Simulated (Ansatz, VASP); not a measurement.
**CsSnI3: VASP beside Ansatz**

```
Cs Sn I
1.0
     6.22436    0.00000    0.00000
     0.00000    6.22436    0.00000
     0.00000    0.00000    6.22436
Cs Sn I
1 1 3
Direct
  0.00000 0.00000 0.00000
  0.50000 0.50000 0.50000
  0.00000 0.50000 0.50000
  0.50000 0.00000 0.50000
  0.50000 0.50000 0.00000
```

Alike in both runs: functional r2SCAN; k mesh 6 × 6 × 6; occupations gaussian, width 0.02 eV; no spin polarisation.

Ansatz relaxed the structure, and its values are those at the end. VASP's run is a single point on that final structure, the one shown.

```csv
,VASP,Ansatz
version,VASP 6.6.1,Ansatz 0.2.0
potentials or method,"VASP PAW PBE potentials, release 64 (Cs_sv, Sn_d, I)","scalar-relativistic, plane waves, PAW"
plane-wave cutoff (eV),520,500
valence electrons in the cell,44,74
```

```tsv
	VASP	Ansatz	Ansatz less VASP
gap on the k mesh at the Fermi level (eV)	0.46	0.46	+0.001
least direct gap on the mesh (eV)	0.46	0.46	+0.001
pressure (GPa)	0.0	0.0	+0.01
```

The two sets of potentials don't hold the same shells in valence.

Caveats: the PAW data sets were made with another functional, which shifts forces and pressure a little (VASP); spin-orbit coupling is left out, which moves the levels of the heavy elements.
